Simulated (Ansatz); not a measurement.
LiF (Griceite) under changes of volume

One of the cells (8.169 Å³/atom); the others are scaled copies at fixed shape and fractional positions:

```xyz
2
Lattice="0.0000 2.0140 2.0140 2.0140 0.0000 2.0140 2.0140 2.0140 0.0000" Properties=species:S:1:pos:R:3 pbc="T T T"
F     2.0140    2.0140    2.0140
Li    0.0000    0.0000    0.0000
```

```yaml
Program: Ansatz 0.2.0
Functional: PBE
Potentials_or_basis: all-electron LAPW, scalar-relativistic
Cutoff: 314 eV (chosen from the basis error)
Basis_error_allowed: 0.0005 eV/atom
k_mesh: 11 × 11 × 11
Occupations: fermi-dirac, width 0.05 eV
Spin: no spin polarisation
```

| volume (Å³/atom) | energy over the lowest point (meV/atom) | pressure (GPa) | gap on the mesh (eV) |
| --- | --- | --- | --- |
| 7.679 | ? | ? | ? |
| 7.842 | 8.71 | 5.4 | 9.44 |
| 8.006 | 4.16 | 3.6 | 9.25 |
| 8.169 | 1.31 | 2.0 | 9.07 |
| 8.333 | 0.00 | 0.6 | 8.89 |
| 8.496 | 0.08 | -0.7 | 8.73 |
| 8.659 | 1.40 | -1.9 | 8.57 |

Task: What does the run at 7.679 Å³/atom give?

Result: Energy over the lowest point 15.14 meV/atom; pressure 7.3 GPa; gap on the mesh 9.64 eV.

Worked out: A Birch-Murnaghan fit of order 3 (a polynomial in V^(-2/3)) to the other rows has its minimum at 8.40 Å³/atom with B0 = V·E''(V) = 67 GPa and B' = 4.1. It gives 15.11 meV/atom at 7.679 Å³/atom, against the run's 15.14, and -dE/dV = 7.3 GPa, against 7.3. A straight line through the other rows of the gap, of slope -8.78 eV per unit of ln V (its deformation potential), extrapolates to 9.62 eV, against the run's 9.64.

Energies are extrapolated to zero smearing.

Caveats: an odd mesh through Γ misses points on the zone boundary, where band edges often lie.
